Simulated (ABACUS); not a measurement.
# PbF2 (Fluorocronite) (Fm-3m) in ABACUS: single point with PBEsol

Aim: the single point of PbF2 (Fluorocronite) with PBEsol.

Program: ABACUS 3.10.1. These are calculated values, not measurements. Logs are shortened: lines on timing, memory, paths and dates and some standing lists are left out, and cuts for length are marked.

## Step 1: The crystal as given

Symmetry: Fm-3m, No. 225, cubic system. The conventional cell has a = 5.927 Å, b = 5.927 Å, c = 5.927 Å, α = 90.00°, β = 90.00°, γ = 90.00°. Around Pb (site symmetry m-3m) lie 8 F at 2.57 Å. F (site symmetry -43m) is surrounded by 4 Pb at 2.57 Å.

## Step 2: Single point, PBEsol

INPUT

```
INPUT_PARAMETERS
suffix              PbF2
calculation         scf
basis_type          pw
pseudo_dir          ./
latname             fcc
symmetry            1
dft_functional      pbesol
ecutwfc             84
pseudo_rcut         7
nspin               1
nbands              24
ks_solver           dav
smearing_method     fd
smearing_sigma      0.00367493
scf_thr             1e-08
scf_nmax            100
mixing_type         broyden
mixing_beta         0.7
cal_force           1
cal_stress          1
out_chg             1
kpar                4
```

STRU

```
ATOMIC_SPECIES
Pb 207.2000 Pb.upf
F 18.9984 F.upf

LATTICE_CONSTANT
11.2010114530

ATOMIC_POSITIONS
Direct

Pb
0.0
1
0.0000000000 0.0000000000 0.0000000000 1 1 1

F
0.0
2
0.2500000000 0.2500000000 0.2500000000 1 1 1
0.7500000000 0.7500000000 0.7500000000 1 1 1
```

KPT

```
K_POINTS
0
Gamma
6 6 6 0 0 0
```

Potentials or basis: PseudoDojo NC SR 0.4.1 PBEsol standard, plane waves.

Run with:

```
$ OMP_NUM_THREADS=1 mpirun -np 4 abacus > log
```

running log:

```text
ABACUS v3.10.1

               Atomic-orbital Based Ab-initio Computation at UStc

 ------------------------------------------------------------------------------------

 READING GENERAL INFORMATION
                           global_out_dir = OUT.PbF2/
                           global_in_card = INPUT
                               pseudo_dir = ./
                              orbital_dir =
                                    DSIZE = 4
                                    GSIZE = 1

 READING UNITCELL INFORMATION
                                    ntype = 2
                  lattice constant (Bohr) = 11.201
              lattice constant (Angstrom) = 5.92732

 READING ATOM TYPE 1
                               atom label = Pb
                      L=0, number of zeta = 1
                      L=1, number of zeta = 1
                      L=2, number of zeta = 1
             number of atom for this type = 1

 READING ATOM TYPE 2
                               atom label = F
                      L=0, number of zeta = 1
                      L=1, number of zeta = 1
                      L=2, number of zeta = 1
             number of atom for this type = 2

                        TOTAL ATOM NUMBER = 3
DIRECT COORDINATES
    atom                   x                   y                   z     mag                  vx                  vy                  vz
taud_Pb1            0.0000000000        0.0000000000        0.0000000000  0.0000        0.0000000000        0.0000000000        0.0000000000
taud_F1            0.2500000000        0.2500000000        0.2500000000  0.0000        0.0000000000        0.0000000000        0.0000000000
taud_F2            0.7500000000        0.7500000000        0.7500000000  0.0000        0.0000000000        0.0000000000        0.0000000000

                          Volume (Bohr^3) = 351.327
                             Volume (A^3) = 52.0613

 Lattice vectors: (Cartesian coordinate: in unit of a_0)
                 -0.5                  +0                +0.5
                   +0                +0.5                +0.5
                 -0.5                +0.5                  +0
 Reciprocal vectors: (Cartesian coordinate: in unit of 2 pi/a_0)
                   -1                  -1                  +1
                   +1                  +1                  +1
                   -1                  +1                  -1
 The esolver type has been set to : ksdft_pw

                PAO radial cut off (Bohr) = 7

 Read in pseudopotential file is Pb.upf
                     pseudopotential type = NC
          exchange-correlation functional = PBESOL
                 nonlocal core correction = 1
                        valence electrons = 14
                                     lmax = 2
                           number of zeta = 3
                     number of projectors = 6
                           L of projector = 0
                           L of projector = 0
                           L of projector = 1
                           L of projector = 1
                           L of projector = 2
                           L of projector = 2
                PAO radial cut off (Bohr) = 7

 Read in pseudopotential file is F.upf
                     pseudopotential type = NC
          exchange-correlation functional = PBESOL
                 nonlocal core correction = 1
                        valence electrons = 7
                                     lmax = 2
                           number of zeta = 2
                     number of projectors = 5
                           L of projector = 0
                           L of projector = 0
                           L of projector = 1
                           L of projector = 1
                           L of projector = 2
     initial pseudo atomic orbital number = 17

 SETUP THE ELECTRONS NUMBER
            electron number of element Pb = 14
      total electron number of element Pb = 14
             electron number of element F = 7
       total electron number of element F = 14
            AUTOSET number of electrons:  = 28
                           occupied bands = 14
                                   NBANDS = 24
                                   NLOCAL = 27

%%%%%%%%%%%%%%%%%%%%%%%%%%%%%%%%%%%%%%%%%%%%%%%%%%%%%%%%%%%%%%%%%%%%%%%%%%%%%%%%%%%%%%%%%%%%%%%%%%%%%%%%%%
 Warning: the number of valence electrons in pseudopotential > 4 for Pb: [Xe] 4f14 5d10 6s2 6p2
 Pseudopotentials with additional electrons can yield (more) accurate outcomes, but may be less efficient.
 If you're confident that your chosen pseudopotential is appropriate, you can safely ignore this warning.
%%%%%%%%%%%%%%%%%%%%%%%%%%%%%%%%%%%%%%%%%%%%%%%%%%%%%%%%%%%%%%%%%%%%%%%%%%%%%%%%%%%%%%%%%%%%%%%%%%%%%%%%%%

 SETUP THE PLANE WAVE BASIS
 energy cutoff for charge/potential (unit:Ry) = 336
            fft grid for charge/potential = [ 48, 48, 48 ]
                        fft grid division = [ 1, 1, 1 ]
        big fft grid for charge/potential = [ 48, 48, 48 ]
                                     nbxx = 110592
                                     nrxx = 110592

 SETUP PLANE WAVES FOR CHARGE/POTENTIAL
                    number of plane waves = 36613
[... 48 lines left out ...]
                                    nspin = 1
                   Input type of k points = Monkhorst-Pack(Gamma)
                                   nkstot = 216
                       right hand lattice = 1
(for reciprocal lattice: )
                             BRAVAIS TYPE = 2
                     BRAVAIS LATTICE NAME = 02. Cubic I (body-centered)
                                    ibrav = 2
                       right hand lattice = 1
(for k-lattice: )
                             BRAVAIS TYPE = 2
                     BRAVAIS LATTICE NAME = 02. Cubic I (body-centered)
                                    ibrav = 2
                       right hand lattice = 1
                        ROTATION MATRICES = 48
                               nkstot_ibz = 16
K-POINTS REDUCTION ACCORDING TO SYMMETRY
     IBZ    DIRECT_X    DIRECT_Y    DIRECT_Z  WEIGHT  ibz2bz
       1  0.00000000  0.00000000  0.00000000  0.0046       0
       2  0.16666667  0.16666667  0.16666667  0.0370       1
       3  0.33333333  0.33333333  0.33333333  0.0370       2
       4  0.50000000  0.50000000  0.50000000  0.0185       3
       5  0.16666667  0.16666667  0.00000000  0.0278       7
       6  0.33333333  0.33333333  0.16666667  0.1111       8
[... 8 lines left out ...]
      15  0.50000000  0.33333333 -0.33333333  0.1111      52
      16  0.50000000  0.33333333 -0.16666667  0.0556      58

                               nkstot now = 16
[... K-POINTS DIRECT COORDINATES: 16 rows ...]

           k-point number in this process = 4
       minimum distributed K point number = 4
[... stars of the k points ...]

[... K-POINTS CARTESIAN COORDINATES: 4 rows ...]

[... K-POINTS DIRECT COORDINATES: 4 rows ...]

 SETUP PLANE WAVES FOR WAVE FUNCTIONS
     energy cutoff for wavefunc (unit:Ry) = 84
              fft grid for wave functions = [ 48, 48, 48 ]
                    number of plane waves = 5329
                         number of sticks = 409

 PARALLEL PW FOR WAVE FUNCTIONS
     PROC   COLUMNS(POT)             PW
        1            409           5329
 --------------- sum -------------------
        1            409           5329

 SETUP NONLOCAL PSEUDOPOTENTIALS IN PLANE WAVE BASIS
 Pb non-local projectors:
 projector 1 L=0
 projector 2 L=0
 projector 3 L=1
 projector 4 L=1
 projector 5 L=2
 projector 6 L=2
 F non-local projectors:
 projector 1 L=0
 projector 2 L=0
 projector 3 L=1
 projector 4 L=1
 projector 5 L=2
      TOTAL NUMBER OF NONLOCAL PROJECTORS = 44

 Init Non-Local PseudoPotential table :
 Init Non-Local-Pseudopotential done.

                                     npwx = 4584

 Make real space PAO into reciprocal space.
       max mesh points in Pseudopotential = 701
     dq(describe PAO in reciprocal space) = 0.01
                                    max q = 1104

 number of pseudo atomic orbitals for Pb is 3
WARNING: norm of atomic wavefunction # 2 of atomic type Pb is 0.999895, renormalized
WARNING: norm of atomic wavefunction # 3 of atomic type Pb is 0.990856, renormalized

 number of pseudo atomic orbitals for F is 2
WARNING: norm of atomic wavefunction # 2 of atomic type F is 0.999994, renormalized

 -------------------------------------------
 SELF-CONSISTENT
 -------------------------------------------
                                 init_chg = atomic

 PW ALGORITHM --------------- ION=   1  ELEC=   1--------------------------------

 Density error is 0.428128872302
                          Error Threshold = 0.01
----------------------------------------------------------
     Energy           Rydberg                 eV
----------------------------------------------------------
 E_KohnSham     -238.7727473360      -3248.6698908835
 E_Harris       -234.4939990008      -3190.4545332172
 E_Fermi        0.5286539982         7.1927066459
----------------------------------------------------------
[... 87 lines left out ...]
 Density error is 1.44881040224e-09
                          Error Threshold = 3.58875105104e-10
----------------------------------------------------------
     Energy           Rydberg                 eV
----------------------------------------------------------
 E_KohnSham     -238.9466450218      -3251.0358902804
 E_KS(sigma->0) -238.9466450218      -3251.0358902804
 E_Harris       -238.9464977639      -3251.0338867335
 E_band         -8.6855049287        -118.1723570373
 E_one_elec     -77.9461363727       -1060.5115917534
 E_Hartree      58.2364264396        792.3472307371
 E_xc           -61.2956473597       -833.9700666903
 E_Ewald        -157.9412877291      -2148.9014625738
 E_entropy(-TS) -0.0000000000        -0.0000000000
 E_descf        0.0000000000         0.0000000000
 E_exx          0.0000000000         0.0000000000
 E_Fermi        0.6132216002         8.3433078991
----------------------------------------------------------

 charge density convergence is achieved
 final etot is -3251.0358903 eV
 EFERMI = 8.3433078991 eV

 STATE ENERGY(eV) AND OCCUPATIONS    NSPIN == 1
 1/4 kpoint (Cartesian) = 0.0000 0.0000 0.0000 (4573 pws)
       1       -15.7957     0.00925926
       2       -15.1543     0.00925926
       3       -9.19075     0.00925926
       4       -9.19075     0.00925926
       5       -9.19075     0.00925926
       6       -9.12782     0.00925926
[... 94 lines left out ...]
      23        23.3683        0.00000
      24        24.8897        0.00000

------------------------------------------------------------------------------------------
 TOTAL-FORCE (eV/Angstrom)
------------------------------------------------------------------------------------------
                       Pb1         0.0000000000         0.0000000000         0.0000000000
                        F1         0.0000000000         0.0000000000         0.0000000000
                        F2         0.0000000000         0.0000000000         0.0000000000
------------------------------------------------------------------------------------------

----------------------------------------------------------------
 TOTAL-STRESS (KBAR)
----------------------------------------------------------------
       -10.4139124276         0.0000000000         0.0000000000
         0.0000000000       -10.4139124276         0.0000000000
         0.0000000000         0.0000000000       -10.4139124276
----------------------------------------------------------------
 TOTAL-PRESSURE: -10.413912 KBAR

 --------------------------------------------
 !FINAL_ETOT_IS -3251.0358902804232457 eV
 --------------------------------------------
```

Run time: 7.3 s. Hardware: 4 MPI ranks of Intel Xeon 6975P-C (Granite Rapids), shared host; peak memory 0.44 GiB.

What came out:

- Free energy: -3251.0359 eV
- Pressure: -1.0 GPa
- Band gap on the k mesh: 4.34 eV, indirect (least direct gap 4.47 eV)

Caveat: spin-orbit coupling is left out, which as a rule narrows the gap of such compounds by several tenths of an eV. A k mesh can miss the band edges.

## Step 3: The reference run

An earlier run on the cell as given: functional PBEsol; potentials or basis PseudoDojo NC SR 0.4.1 PBEsol standard; cutoff 1143 eV; density cutoff 4572 eV; basis plane waves; k mesh 8 × 8 × 8; occupations fermi-dirac, width 0.05 eV; no spin polarisation.

- Pressure: -1.0 GPa
- Band gap on the k mesh: 4.32 eV, indirect (least direct gap 4.47 eV)
